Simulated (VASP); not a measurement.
Wanted: the native input for a VASP 6.6.1 run.

```
Task                   : single point
Functional             : PBE
Potentials or basis    : VASP PAW PBE potentials, release 64 (Sb_d_GW)
Cutoff                 : 450 eV
k mesh                 : 4 × 4 × 3
Occupations            : gaussian, width 0.02 eV
Spin                   : no spin polarisation
Further INCAR settings : ALGO = Normal; EDIFF = 1e-07; NBANDS = 22
```

The structure of Sb lies in POSCAR:

```
Sb
1.0
    3.3545324186      0.0000000000      0.0000000000
   -1.6772662093      2.9051102923      0.0000000000
    0.0000000000      0.0000000000      5.4701606500
Sb
2
Direct
    0.6666666667      0.3333333333      0.7500000000
    0.3333333333      0.6666666667      0.2500000000
```

This isn't the form of Sb at room conditions, which is rhombohedral.

One way to write it, as run:

INCAR

```
  ALGO = Normal
  EDIFF = 1E-7
  ENCUT = 450
  GGA = PE
  ISIF = 2
  ISMEAR = 0
  LASPH = T
  LCHARG = F
  LREAL = F
  LWAVE = F
  NBANDS = 22
  NELM = 100
  PREC = Accurate
  SIGMA = 0.02
```

KPOINTS

```
k-points
0
Gamma
  4 4 3
```

Potentials or basis: VASP PAW PBE potentials, release 64 (Sb_d_GW).

The run is started by

```console
$ cat potpaw_PBE.64/Sb_d_GW/POTCAR > POTCAR
$ mpirun -np 1 vasp_std > vasp.out
```

It gave:

- Pressure: 2.0 GPa
- Band gap on the k mesh: none (metal or under the smearing width)

Caveat: the k mesh is coarse (spacing up to 0.54 Å⁻¹), so the values aren't converged.

Run time: 11 s on 1 thread of Intel(R) Xeon(R) Platinum 8488C (Sapphire Rapids) (shared host), peak memory 0.16 GiB.
